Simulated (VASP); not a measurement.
# Pt in VASP: reference runs

How does Pt come out in PBE? The cell is run as given.

Program: VASP 6.6.1. These are calculated values, not measurements. Logs are shortened: lines on timing, memory, paths and dates and some standing lists are left out, and cuts for length are marked.

**1. The cell of the first run**

The cell holds a slab with vacuum, 6 atoms: a = 2.769 Å, b = 2.769 Å, c = 24.789 Å, α = 90.00°, β = 90.00°, γ = 90.00°.

The slab is cut from a database's or a generator's crystal, which needn't be the stable form of the element.

**2. Single point, PBE (the (1 0 0) slab of Pt, cut from the database cell, not relaxed)**

INCAR reads:

```
PREC = Accurate
ENCUT = 520
EDIFF = 1E-7
ISMEAR = -1
SIGMA = 0.05
LREAL = F
LASPH = T
NELM = 80
ALGO = Normal
ISIF = 2
LWAVE = F
LCHARG = T
LDIPOL = T
IDIPOL = 3
DIPOL = 0.5 0.5 0.500
GGA = PE
LELF = T
LVHAR = T
LVACPOTAV = T
NBANDS = 39
```

KPOINTS reads:

```
Automatic mesh
0
Gamma
  10 10 1
```

POSCAR reads:

```
Pt
1.0
    2.7688887338      0.0000000000      0.0000000000
    0.0000000000      2.7688887338      0.0000000000
    0.0000000000      0.0000000000     24.7895000000
Pt
6
Direct
    0.5000000000      0.5000000000      0.3025474495
    0.0000000000      0.0000000000      0.3815284697
    0.5000000000      0.5000000000      0.4605094899
    0.0000000000      0.0000000000      0.5394905101
    0.5000000000      0.5000000000      0.6184715303
    0.0000000000      0.0000000000      0.6974525505
```

Potentials or basis: VASP PAW PBE potentials, release 64 (Pt).

The run is started by

```
$ cat potpaw_PBE.64/Pt/POTCAR > POTCAR
$ mpirun -np 1 vasp_std > vasp.out
```

OUTCAR:

```text
PREC = Accurate
   ENCUT = 520
   EDIFF = 1E-7
   ISMEAR = -1
   LREAL = F
   LASPH = T
   NELM = 80
   ISIF = 2
   GGA = PE

 ion  position               nearest neighbor table
   1  0.500  0.500  0.303-   2 2.77   2 2.77   2 2.77   2 2.77
   2  0.000  0.000  0.382-   3 2.77   3 2.77   3 2.77   3 2.77   1 2.77   1 2.77   1 2.77   1 2.77

   3  0.500  0.500  0.461-   2 2.77   2 2.77   2 2.77   2 2.77   4 2.77   4 2.77   4 2.77   4 2.77

   4  0.000  0.000  0.539-   5 2.77   5 2.77   5 2.77   5 2.77   3 2.77   3 2.77   3 2.77   3 2.77

   5  0.500  0.500  0.618-   4 2.77   4 2.77   4 2.77   4 2.77   6 2.77   6 2.77   6 2.77   6 2.77

   6  0.000  0.000  0.697-   5 2.77   5 2.77   5 2.77   5 2.77

  LATTYP: Found a simple tetragonal cell.
 ALAT       =     2.7688887338
 C/A-ratio  =     8.9528696828

  Lattice vectors:

 A1 = (   2.7688887338,   0.0000000000,   0.0000000000)
 A2 = (   0.0000000000,   2.7688887338,   0.0000000000)
 A3 = (   0.0000000000,   0.0000000000,  24.7895000000)

Analysis of symmetry for initial positions (statically):
=====================================================================
 Subroutine PRICEL returns:
 Original cell was already a primitive cell.

 Routine SETGRP: Setting up the symmetry group for a
 simple tetragonal supercell.

 Subroutine GETGRP returns: Found 16 space group operations
 (whereof  8 operations were pure point group operations)
 out of a pool of 16 trial point group operations.

The static configuration has the point symmetry C_4v.
 The point group associated with its full space group is D_4h.

Analysis of symmetry for dynamics (positions and initial velocities):
=====================================================================
 Subroutine PRICEL returns:
 Original cell was already a primitive cell.

 Routine SETGRP: Setting up the symmetry group for a
 simple tetragonal supercell.

 Subroutine GETGRP returns: Found 16 space group operations
 (whereof  8 operations were pure point group operations)
 out of a pool of 16 trial point group operations.

The dynamic configuration has the point symmetry C_4v.
 The point group associated with its full space group is D_4h.

 Subroutine INISYM returns: Found 16 space group operations
 (whereof  8 operations are pure point group operations),
 and found     1 'primitive' translations

----------------------------------------------------------------------------------------

                                     Primitive cell

  volume of cell :     190.0548

  direct lattice vectors                    reciprocal lattice vectors
     2.768888734  0.000000000  0.000000000     0.361155718  0.000000000  0.000000000
     0.000000000  2.768888734  0.000000000     0.000000000  0.361155718  0.000000000
     0.000000000  0.000000000 24.789500000     0.000000000  0.000000000  0.040339660

  length of vectors
     2.768888734  2.768888734 24.789500000     0.361155718  0.361155718  0.040339660

  position of ions in fractional coordinates (direct lattice)
     0.500000000  0.500000000  0.302547449
     0.000000000  0.000000000  0.381528470
     0.500000000  0.500000000  0.460509490
     0.000000000  0.000000000  0.539490510
     0.500000000  0.500000000  0.618471530
     0.000000000  0.000000000  0.697452551

  ion indices of the primitive-cell ions
   primitive index   ion index
                 1           1
                 2           2
                 3           3
                 4           4
                 5           5
                 6           6

----------------------------------------------------------------------------------------

 KPOINTS: Automatic mesh

Automatic generation of k-mesh.
 Grid dimensions read from file:
 generate k-points for:   10   10    1

 Generating k-lattice:

  Cartesian coordinates                     Fractional coordinates (reciprocal lattice)
     0.036115572  0.000000000  0.000000000     0.100000000  0.000000000  0.000000000
     0.000000000  0.036115572  0.000000000     0.000000000  0.100000000  0.000000000
     0.000000000  0.000000000  0.040339660     0.000000000  0.000000000  1.000000000

  Length of vectors
     0.036115572  0.036115572  0.040339660

  Shift w.r.t. Gamma in fractional coordinates (k-lattice)
     0.000000000  0.000000000  0.000000000

 Subroutine IBZKPT returns following result:
 ===========================================

 Found     21 irreducible k-points:

 Following reciprocal coordinates:
            Coordinates               Weight
  0.000000  0.000000  0.000000      1.000000
  0.100000  0.000000  0.000000      4.000000
  0.200000  0.000000  0.000000      4.000000
  0.300000  0.000000  0.000000      4.000000
  0.400000  0.000000  0.000000      4.000000
  0.500000  0.000000  0.000000      2.000000
[... 13 lines left out ...]
  0.500000  0.400000  0.000000      4.000000
  0.500000  0.500000  0.000000      1.000000
   k-points           NKPTS =     21   k-points in BZ     NKDIM =     21   number of bands    NBANDS=     39
   number of dos      NEDOS =    301   number of ions     NIONS =      6
   total plane-waves  NPLWV = 110592
   dimension x,y,z NGX =    24 NGY =   24 NGZ =  192
   dimension x,y,z NGXF=    48 NGYF=   48 NGZF=  384
   ions per type =               6
   NGX,Y,Z   is equivalent  to a cutoff of  14.41, 14.41, 12.88 a.u.
   NGXF,Y,Z  is equivalent  to a cutoff of  28.82, 28.82, 25.75 a.u.
 SYSTEM =  unknown system
   PREC   = accura    normal or accurate (medium, high low for compatibility)
   ISTART =      0    job   : 0-new  1-cont  2-samecut
   ICHARG =      2    charge: 1-file 2-atom 10-const
   ISPIN  =      1    spin polarized calculation?
   LNONCOLLINEAR =      F non collinear calculations
   LSORBIT =      F    spin-orbit coupling
   LASPH  =      T    aspherical Exc in radial PAW
   ENCUT  =  520.0 eV  38.22 Ry    6.18 a.u.   5.15  5.15 46.09*2*pi/ulx,y,z
   NELM   =     80;   NELMIN=  2; NELMDL= -5     # of ELM steps
   EDIFF  = 0.1E-06   stopping-criterion for ELM
   LREAL  =      F    real-space projection
   EDIFFG = 0.1E-05   stopping-criterion for IOM
   NSW    =      0    number of steps for IOM
   IBRION =     -1    ionic relax: 0-MD 1-quasi-New 2-CG
   NFREE  =      0    steps in history (QN), initial steepest desc. (CG)
   ISIF   =      2    stress and relaxation
   ISYM   =      2    0-nonsym 1-usesym 2-fastsym
   POTIM  = 0.5000    time-step for ionic-motion
   TEBEG  =    0.0;   TEEND  =   0.0 temperature during run
   PSTRESS=    0.0 pullay stress
   NELECT =      60.0000    total number of electrons
   NUPDOWN=      -1.0000    fix difference up-down
   EMIN   =  10.00;   EMAX   =-10.00  energy-range for DOS
   EFERMI =   0.00;   METHOD = LEGACY
   ISMEAR =    -1;   SIGMA  =   0.05  broadening in eV -4-tet -1-fermi 0-gaus
   EFERMI_NEDOS =   21; number of points for ismear=-14 and -15
   IALGO  =     38    algorithm
   IMIX   =      4    mixing-type and parameters
     AMIX     =   0.40;   BMIX     =  1.00
     AMIX_MAG =   1.60;   BMIX_MAG =  1.00
  volume/ion in A,a.u.               =      31.68       213.76
  Fermi-wavevector in a.u.,A,eV,Ry     =   1.114720  2.106515 16.906598  1.242600
  Thomas-Fermi vector in A             =   2.251317
   LORBIT       =      0    0 simple, 1 ext, 2 COOP (PROOUT), +10 PAW based schemes
   GGA     = PE    functional components
   LHFCALC =     F    Hartree Fock is set to
   AEXX    =    0.0000 exact exchange contribution
   IVDW    =     0    specifies the selected vdW correction
   LEPSILON=     F    determine dielectric tensor
   LRPA    =     F    only Hartree local field effects (RPA)
 non-spin polarized calculation
  energy-cutoff  :      520.00
  volume of cell :      190.05
 maximum number of plane-waves:      5152
 NGX is ok and might be reduce to    24
   NGX = 11   NGY = 11   NGZ = 93

 dipolmoment           0.000000      0.000000     -0.000000 electrons x Angstroem

 number of electron      59.9999996 magnetization

 dipolmoment           0.000000      0.000000      0.000000 electrons x Angstroem

 Free energy of the ion-electron system (eV)
  ---------------------------------------------------
  ext. energy  EPLUGINS =         0.00000000
  ---------------------------------------------------
  free energy    TOTEN  =       -34.82756439 eV

  energy without entropy =      -34.73420860  energy(sigma->0) =      -34.78088650

 E-fermi :   2.3723     XC(G=0):  -7.1845

 val. band max:        2.3680252272   @ k =   0.5000   0.1000   0.0000
 cond. band min:       2.3779313560   @ k =   0.5000   0.3000   0.0000
 fundamental gap:      0.0099061288
 Fermi energy:         2.3723289530

 k-point     1 :       0.0000    0.0000    0.0000
  band No.  band energies     occupation
      1      -7.5514      2.00000
      2      -6.5492      2.00000
      3      -5.2629      2.00000
      4      -4.6640      2.00000
      5      -4.1491      2.00000
      6      -4.0127      2.00000
[... 31 lines left out ...]
     38       7.8246      0.00000
     39       8.0967      0.00000

 k-point     2 :       0.1000    0.0000    0.0000
  band No.  band energies     occupation
      1      -7.2924      2.00000
      2      -6.3175      2.00000
      3      -5.0652      2.00000
      4      -4.4773      2.00000
      5      -3.9732      2.00000
      6      -3.8308      2.00000
[... 31 lines left out ...]
     38       8.0395      0.00000
     39       8.2900      0.00000

 k-point     3 :       0.2000    0.0000    0.0000
  band No.  band energies     occupation
      1      -6.5734      2.00000
      2      -5.7298      2.00000
      3      -4.6896      2.00000
      4      -4.1334      2.00000
      5      -3.5649      2.00000
      6      -3.5441      2.00000
[... 706 lines left out ...]
 k-point    20 :       0.5000    0.4000    0.0000
  band No.  band energies     occupation
      1      -4.3584      2.00000
      2      -4.3584      2.00000
      3      -3.9831      2.00000
      4      -3.9831      2.00000
      5      -3.6396      2.00000
      6      -3.6396      2.00000
[... 31 lines left out ...]
     38       9.4892      0.00000
     39      10.2378      0.00000

 k-point    21 :       0.5000    0.5000    0.0000
  band No.  band energies     occupation
      1      -4.5017      2.00000
      2      -4.5017      2.00000
      3      -4.0694      2.00000
      4      -4.0694      2.00000
      5      -3.8214      2.00000
      6      -3.8214      2.00000
[... 31 lines left out ...]
     38       9.7840      0.00000
     39      10.4970      0.00000

------------------------ aborting loop because EDIFF is reached ----------------------------------------

  FORCE on cell =-STRESS in cart. coord.  units (eV):
  Direction    XX          YY          ZZ          XY          YZ          ZX
  --------------------------------------------------------------------------------------
  -------------------------------------------------------------------------------------
  Total        1.1217173      1.1217173      3.3483300      0.0000000      0.0000000      0.0000000
  in kB        9.4561694      9.4561694     28.2266970      0.0000000      0.0000000      0.0000000
  external PRESSURE =      15.7130119 kB  Pullay stress =       0.0000000 kB

 VOLUME and BASIS-vectors are now :
 -----------------------------------------------------------------------------
  energy-cutoff  :      520.00
  volume of cell :      190.05
      direct lattice vectors                 reciprocal lattice vectors
     2.768888734  0.000000000  0.000000000     0.361155718  0.000000000  0.000000000
     0.000000000  2.768888734  0.000000000     0.000000000  0.361155718  0.000000000
     0.000000000  0.000000000 24.789500000     0.000000000  0.000000000  0.040339660

 POSITION                                       TOTAL-FORCE (eV/Angst)
 -----------------------------------------------------------------------------------
      1.38444      1.38444      7.50000        -0.000000     -0.000000     -0.175990
      0.00000      0.00000      9.45790         0.000000      0.000000     -0.284123
      1.38444      1.38444     11.41580        -0.000000      0.000000     -0.016514
      0.00000      0.00000     13.37370        -0.000000      0.000000      0.016514
      1.38444      1.38444     15.33160        -0.000000     -0.000000      0.284123
      0.00000      0.00000     17.28950        -0.000000      0.000000      0.175990
 -----------------------------------------------------------------------------------
    total drift:                                0.000000     -0.000000     -0.000000

  FREE ENERGIE OF THE ION-ELECTRON SYSTEM (eV)
  ---------------------------------------------------
  free  energy   TOTEN  =       -34.8275643910 eV

  energy  without entropy=      -34.7342085994  energy(sigma->0) =      -34.78088650

 vacuum level on the upper side and lower side of the slab         8.014         8.014
```

Wall time 5 min (1 thread of Intel Xeon Platinum 8559C (Emerald Rapids), shared host); peak memory 0.36 GiB.

Results:

* Free energy: -34.8276 eV
* Largest force: 0.284 eV/Å
* Band gap on the k mesh: none (metal or under the smearing width)
* Work function of the upper face: 5.64 eV
* Work function of the lower face: 5.64 eV

Forces on the atoms (eV/Å):
```
Pt   0.000  0.000 -0.176
Pt   0.000  0.000 -0.284
Pt   0.000  0.000 -0.017
Pt   0.000  0.000  0.017
Pt   0.000  0.000  0.284
Pt   0.000  0.000  0.176
```

Spin-orbit coupling is left out, which matters for the levels of Pt.
